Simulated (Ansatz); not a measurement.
Cu Kα1 powder pattern (kinematic, no thermal factors).
```json
{"2θ (°)": "32.07", "relative intensity": "100", "assignment": "1 1 1"}
{"2θ (°)": "37.20", "relative intensity": "66", "assignment": "2 0 0"}
{"2θ (°)": "53.62", "relative intensity": "40", "assignment": "2 2 0"}
{"2θ (°)": "63.87", "relative intensity": "36", "assignment": "3 1 1"}
{"2θ (°)": "67.07", "relative intensity": "12", "assignment": "2 2 2"}
{"2θ (°)": "79.27", "relative intensity": "5", "assignment": "4 0 0"}
{"2θ (°)": "88.08", "relative intensity": "13", "assignment": "3 3 1"}
```

The pattern is computed from a structure relaxed with Ansatz, DFT PBE, scalar-relativistic, plane waves, PAW. No spin polarisation. Its elements are H, Na.

**Question.** Give the structure.

**Answer.** NaH.
Space group Fm-3m (No. 225). a = 4.830 Å, b = 4.830 Å, c = 4.830 Å, α = 90.00°, β = 90.00°, γ = 90.00°
```json
{"atom": "Na", "site": "4a", "symmetry": "m-3m", "x": "0.0000", "y": "0.0000", "z": "0.0000"}
{"atom": "H", "site": "4b", "symmetry": "m-3m", "x": "0.5000", "y": "0.0000", "z": "0.0000"}
```

A pattern alone doesn't exclude other cells with like lines; this is the one computed.

The cell was reached from a generator's guess, though it ends in a space group that the Crystallography Open Database lists for this formula.
